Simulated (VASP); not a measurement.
**SiC in VASP 6.6.1, single-point calculation**

INCAR

```
MAGMOM = 0.5 0.5
IBRION = -1
LREAL = .FALSE.
LASPH = .TRUE.
PREC = Accurate
ISPIN = 2
ENCUT = 520
LWAVE = .FALSE.
GGA = PE
LCHARG = .FALSE.
NELM = 98
EDIFF = 1E-7
NSW = 0
SIGMA = 0.02
NBANDS = 11
ISIF = 2
ISMEAR = -1
```

KPOINTS

```
KPOINTS created by Atomic Simulation Environment
0
Gamma
10 10 10
0 0 0
```

POSCAR

```
Si C
 1.0000000000000000
     0.0000000000000000    2.1780523510378273    2.1780523510378273
     2.1780523510378273    0.0000000000000000    2.1780523510378273
     2.1780523510378273    2.1780523510378273    0.0000000000000000
 Si  C
   1   1
Cartesian
  0.0000000000000000  0.0000000000000000 -0.0000000000000000
  1.0890261755189137  1.0890261755189137  1.0890261755189137
```

The recommended PBE PAW datasets give the neutral cell 8 valence electrons.

Command

```
mpirun -np 1 vasp_std
```

Problem. How does this run end, and what does it give?

Solution. It converged. Results: pressure 3.5 GPa; magnetic moment of the cell 0.00 μB.

OSZICAR

```
N       E                     dE             d eps       ncg     rms          rms(c)
DAV:   1     0.349879657450E+01    0.34988E+01   -0.37532E+03  2156   0.573E+02
DAV:   2    -0.161676292093E+02   -0.19666E+02   -0.18654E+02  2655   0.109E+02
DAV:   3    -0.167391275980E+02   -0.57150E+00   -0.57055E+00  2541   0.155E+01
DAV:   4    -0.167412277734E+02   -0.21002E-02   -0.21001E-02  2389   0.120E+00
DAV:   5    -0.167412371715E+02   -0.93982E-05   -0.93981E-05  2533   0.746E-02    0.921E+00
DAV:   6    -0.150919721045E+02    0.16493E+01   -0.64988E+00  2314   0.114E+01    0.406E+00
DAV:   7    -0.150549294769E+02    0.37043E-01   -0.38793E-01  2454   0.360E+00    0.197E+00
DAV:   8    -0.150485872682E+02    0.63422E-02   -0.16982E-02  2329   0.988E-01    0.121E+00
DAV:   9    -0.150569676325E+02   -0.83804E-02   -0.45094E-03  2317   0.528E-01    0.399E-01
DAV:  10    -0.150570216600E+02   -0.54027E-04   -0.26405E-04  2495   0.101E-01    0.956E-02
DAV:  11    -0.150571112059E+02   -0.89546E-04   -0.10711E-04  2371   0.575E-02    0.538E-02
DAV:  12    -0.150571397419E+02   -0.28536E-04   -0.33600E-05  2380   0.384E-02    0.144E-02
DAV:  13    -0.150571406622E+02   -0.92032E-06   -0.11087E-06  2508   0.840E-03    0.536E-03
DAV:  14    -0.150571409894E+02   -0.32723E-06   -0.34934E-07  2350   0.349E-03    0.122E-03
DAV:  15    -0.150571411050E+02   -0.11554E-06   -0.58718E-08  1507   0.170E-03    0.737E-04
DAV:  16    -0.150571411150E+02   -0.99881E-08   -0.37727E-09  1166   0.517E-04
   1 F= -.15057141E+02 E0= -.15057141E+02  d E =-.475795E-12  mag=    -0.0000
```

For comparison, a separate PBE run of the intended cell, on usual settings and not on those above, gives a gap of 1.36 eV on its mesh and a pressure of 3.5 GPa.
